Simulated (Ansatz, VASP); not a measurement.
**RbBr: VASP beside Ansatz**

The input INCAR:

```
SYSTEM = RbBr
PREC = Accurate ; ENCUT = 520
EDIFF = 1E-6 ; ISMEAR = 0
SIGMA = 0.05 ; LREAL = .False.
LASPH = .True. ; NELM = 80
ALGO = Normal ; ISIF = 2
LWAVE = .False. ; LCHARG = .False.
GGA = PE ; NBANDS = 15
```

Contents of KPOINTS:

```
regular mesh
0
Gamma
  6 6 6
  0 0 0
```

POSCAR

```
RbBr
1.0
    0.0000000000      3.7234534543      2.9042936943
    3.7234534543      0.0000000000      2.9042936943
    3.7234534543      3.7234534543      0.0000000000
Rb Br
1 1
Direct
    0.0000000000      0.0000000000      0.0000000000
    0.5000000000      0.5000000000      0.5000000000
```

Input for Ansatz:

```yaml
crystal:
  lattice:
    - [0.0, 3.7234534543, 2.9042936943]
    - [3.7234534543, 0.0, 2.9042936943]
    - [3.7234534543, 3.7234534543, 0.0]
  atoms:
    - { symbol: Rb, position: [0.0, 0.0, 0.0] }
    - { symbol: Br, position: [0.5, 0.5, 0.5] }
basis:
  ecutwfc: 420
kpoints:
  mp_grid: { grid: [6, 6, 6] }
hamiltonian:
  xc: pbe
scf:
  occupations: { method: gaussian, width: 0.05 }
output:
  forces: true
  stress: true
  eigenvalues: true
```

Alike in both runs: task single point; functional PBE; k mesh 6 × 6 × 6; occupations gaussian, width 0.05 eV; no spin polarisation.

|  | VASP | Ansatz |
| --- | --- | --- |
| version | VASP 6.6.1 | Ansatz 0.2.0 |
| potentials or method | VASP PAW PBE potentials, release 64 (Rb_sv, Br) | scalar-relativistic, plane waves, PAW |
| plane-wave cutoff (eV) | 520 | 420 |
| valence electrons in the cell | 16 | 16 |

```csv
,VASP,Ansatz,Ansatz less VASP
gap on the k mesh at the Fermi level (eV),3.62,3.62,+0.008
least direct gap on the mesh (eV),3.62,3.62,+0.008
pressure (GPa),4.8,4.7,-0.07
largest component of the traceless stress (GPa),10.67,10.55,-0.120
```
